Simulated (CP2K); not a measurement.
Here is a CP2K 2026.2 calculation.

The input caf2_bands.inp:

```
&GLOBAL
  PROJECT caf2_bands
  RUN_TYPE ENERGY_FORCE
  PRINT_LEVEL LOW
&END GLOBAL
&FORCE_EVAL
  METHOD QS
  STRESS_TENSOR ANALYTICAL
  &DFT
    BASIS_SET_FILE_NAME BASIS_MOLOPT_UZH
    POTENTIAL_FILE_NAME POTENTIAL_UZH
    &MGRID
      CUTOFF 750
      REL_CUTOFF 60
      NGRIDS 4
    &END MGRID
    &QS
      METHOD GPW
      EPS_DEFAULT 1.0E-9
    &END QS
    &KPOINTS
      SCHEME MONKHORST-PACK 8 8 8
      GAMMA_CENTERED T
      SYMMETRY T
      SYMMETRY_BACKEND SPGLIB
    &END KPOINTS
    &SCF
      SCF_GUESS ATOMIC
      EPS_SCF 1.0E-6
      MAX_SCF 100
      ADDED_MOS 12
      CHOLESKY OFF
      EPS_EIGVAL 1.0E-7
      &DIAGONALIZATION ON
        ALGORITHM STANDARD
      &END DIAGONALIZATION
      &MIXING ON
        METHOD BROYDEN_MIXING
        ALPHA 0.4
        BETA 1.5
        NBUFFER 8
      &END MIXING
      &SMEAR ON
        METHOD FERMI_DIRAC
        ELECTRONIC_TEMPERATURE 1160.45
      &END SMEAR
    &END SCF
    &XC
      &XC_FUNCTIONAL
        &GGA_X_PBE_SOL
        &END GGA_X_PBE_SOL
        &GGA_C_PBE_SOL
        &END GGA_C_PBE_SOL
      &END XC_FUNCTIONAL
    &END XC
    &PRINT
      &KPOINTS ON
      &END KPOINTS
      &MULLIKEN ON
      &END MULLIKEN
      &MO ON
        ENERGIES T
        OCCUPATION_NUMBERS T
        &EACH
          QS_SCF 0
        &END EACH
        ADD_LAST NUMERIC
      &END MO
      &BAND_STRUCTURE
        FILE_NAME bands.bs
        ADDED_MOS 2
        &KPOINT_SET
          UNITS B_VECTOR
          NPOINTS 6
          SPECIAL_POINT GAMMA 0.00000000 0.00000000 0.00000000
          SPECIAL_POINT X 0.50000000 0.00000000 0.50000000
          SPECIAL_POINT W 0.50000000 0.25000000 0.75000000
          SPECIAL_POINT K 0.37500000 0.37500000 0.75000000
          SPECIAL_POINT GAMMA 0.00000000 0.00000000 0.00000000
          SPECIAL_POINT L 0.50000000 0.50000000 0.50000000
          SPECIAL_POINT U 0.62500000 0.25000000 0.62500000
          SPECIAL_POINT W 0.50000000 0.25000000 0.75000000
          SPECIAL_POINT L 0.50000000 0.50000000 0.50000000
          SPECIAL_POINT K 0.37500000 0.37500000 0.75000000
        &END KPOINT_SET
        &KPOINT_SET
          UNITS B_VECTOR
          NPOINTS 6
          SPECIAL_POINT U 0.62500000 0.25000000 0.62500000
          SPECIAL_POINT X 0.50000000 0.00000000 0.50000000
        &END KPOINT_SET
      &END BAND_STRUCTURE
    &END PRINT
  &END DFT
  &SUBSYS
    &CELL
      ABC 3.8622172388 3.8622172389 3.8622172388
      ALPHA_BETA_GAMMA 59.9999999996 60.0000000003 60.0000000005
      PERIODIC XYZ
    &END CELL
    &COORD
      SCALED
      Ca  0.0000000000 0.0000000000 0.0000000000
      F   0.7500000000 0.7500000000 0.7500000000
      F   0.2500000000 0.2500000000 0.2500000000
    &END COORD
    &KIND Ca
      BASIS_SET TZVP-MOLOPT-PBE-GTH-q10
      POTENTIAL GTH-PBE-q10
    &END KIND
    &KIND F
      BASIS_SET TZVP-MOLOPT-PBE-GTH-q7
      POTENTIAL GTH-PBE-q7
    &END KIND
    &PRINT
      &ATOMIC_COORDINATES ON
      &END ATOMIC_COORDINATES
      &CELL ON
      &END CELL
      &SYMMETRY ON
      &END SYMMETRY
    &END PRINT
  &END SUBSYS
  &PRINT
    &FORCES ON
    &END FORCES
    &STRESS_TENSOR ON
    &END STRESS_TENSOR
  &END PRINT
&END FORCE_EVAL
```

Potentials or basis: POTENTIAL_UZH Ca GTH-PBE-q10, F GTH-PBE-q7; TZVP-MOLOPT-PBE-GTH basis.

Command:

```sh
$ OMP_NUM_THREADS=1 cp2k.psmp -i caf2_bands.inp -o caf2_bands.out
```

Task: Predict the band gap on the k mesh.

Result: 7.02 eV, indirect (least direct gap 7.29 eV).

Task: What does it give for the Mulliken charges?

Result: Ca +1.47; F -0.74 e.

Task: Estimate the pressure.

Result: -0.6 GPa.

Levels at the corners of the path, in eV from the valence-band top:
```csv
point,band 9,band 10,band 11,band 12,band 13,band 14,band 15,band 16
Γ,-2.16,-0.27,-0.27,-0.27,7.02,9.29,9.29,11.44
X,-1.69,-0.38,-0.38,0.00,8.10,9.63,10.27,11.08
W,-1.07,-1.07,-0.29,-0.09,8.51,9.89,10.05,10.05
K,-1.55,-0.66,-0.46,-0.10,8.41,9.82,9.97,10.48
Γ,-2.16,-0.27,-0.27,-0.27,7.02,9.29,9.29,11.44
L,-1.33,-1.28,-0.86,-0.86,9.50,9.50,9.85,10.77
U,-1.55,-0.66,-0.46,-0.10,8.41,9.82,9.97,10.48
W,-1.07,-1.07,-0.29,-0.09,8.51,9.89,10.05,10.05
L,-1.33,-1.28,-0.86,-0.86,9.50,9.50,9.85,10.77
K,-1.55,-0.66,-0.46,-0.10,8.41,9.82,9.97,10.48
U,-1.55,-0.66,-0.46,-0.10,8.41,9.82,9.97,10.48
X,-1.69,-0.38,-0.38,0.00,8.10,9.63,10.27,11.08
```

Caveat: the potentials were made for another functional, which shifts forces and pressure; the basis of atomic orbitals isn't converged, which shifts pressures, moduli and gaps. A hybrid or GW would open this gap; PBEsol tends to underestimate it.
